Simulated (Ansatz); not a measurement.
SiO2:

```
Si O
1.0
    -2.62334    4.77675    4.44167
     2.62334   -4.77675    4.44167
     2.62334    4.77675   -4.44167
Si O
4 8
Direct
  0.26034 0.84494 0.41540
  0.07045 0.15506 0.91540
  0.73966 0.15506 0.58460
  0.92955 0.84494 0.08460
  0.50000 0.00000 0.50000
  0.00000 0.00000 0.00000
  0.79318 0.00000 0.29318
  0.20682 0.50000 0.20682
  0.20682 0.00000 0.70682
  0.79318 0.50000 0.79318
  0.86931 0.11931 0.75000
  0.13069 0.88069 0.25000
```

The cell comes from a database or a generator and needn't be the stable form of this composition.

Base run:

* Program: Ansatz 0.2.0
* Functional: LDA
* Potentials or basis: Ansatz PAW
* Cutoff: 420 eV (not typed: the program's choice for these potentials)
* k mesh: 6 × 6 × 6
* Occupations: fermi-dirac, width 0.05 eV
* Spin: no spin polarisation

Its results: band gap on the k mesh 5.42 eV, direct; pressure -1.2 GPa; largest force 0.103 eV/Å.

Q: After a change of settings the same cell gave: band gap on the k mesh 6.19 eV, direct; pressure 0.1 GPa; largest force 0.060 eV/Å. Which change was it?
A. functional from LDA to PBE; k mesh from 6 × 6 × 6 to 3 × 3 × 3
B. functional from LDA to r2SCAN; cutoff from 420 eV (not typed: the program's choice for these potentials) to 500 eV (not typed: the program's choice for these potentials)
C. functional from LDA to PBE; cutoff from 420 eV (not typed: the program's choice for these potentials) to 250 eV

A: B.

r2SCAN gives the wider gap, since meta-GGAs in the generalised Kohn-Sham scheme recover part of the derivative discontinuity.

Caveats: the PAW data sets come from PBE, with cores solved anew for the run's functional, which leaves a small shift of forces and pressure.
